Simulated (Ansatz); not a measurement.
## MoS2 under changes of volume

One of the cells (31.721 Å³/atom); the others are scaled copies at fixed shape and fractional positions:

```
Mo S
1.0
     3.18454    0.00000    0.00000
    -1.59227    2.75789    0.00000
     0.00000    0.00000   21.67053
Mo S
2 4
Direct
  0.33333 0.66667 0.85116
  0.66667 0.33333 0.14884
  0.66667 0.33333 0.77963
  0.33333 0.66667 0.07725
  0.66667 0.33333 0.92275
  0.33333 0.66667 0.22037
```

```yaml
Program: Ansatz 0.2.0
Functional: PBEsol
Potentials_or_basis: all-electron LAPW, scalar-relativistic
Cutoff: 262 eV (chosen from the basis error)
Basis_error_allowed: 0.001 eV/atom
k_mesh: 10 × 10 × 2
Occupations: fermi-dirac, width 0.05 eV
Spin: no spin polarisation
```

```csv
volume (Å³/atom),energy over the lowest point (meV/atom),gap on the mesh (eV),largest force (eV/Å)
29.817,14.12,1.47,0.986
30.452,3.12,1.44,0.589
31.086,0.00,1.41,0.222
31.721,?,?,?
32.355,14.21,1.35,0.449
32.990,30.14,1.32,0.741
33.624,51.13,1.30,1.011
```

What does the run at 31.721 Å³/atom give?

Energy over the lowest point 3.94 meV/atom; gap on the mesh 1.38 eV; largest force 0.133 eV/Å.

Worked out: A Birch-Murnaghan fit of order 3 (a polynomial in V^(-2/3)) to the other rows has its minimum at 31.04 Å³/atom with B0 = V·E''(V) = 88 GPa and B' = 4.4 at fixed shape and positions, which overstates the stiffness. It gives 3.95 meV/atom at 31.721 Å³/atom, against the run's 3.94. A straight line through the other rows of the gap, of slope -1.45 eV per unit of ln V, gives 1.38 eV, against the run's 1.38.

Energies are extrapolated to zero smearing.

A mesh can miss the band edges. Spin-orbit coupling on Mo is left out.
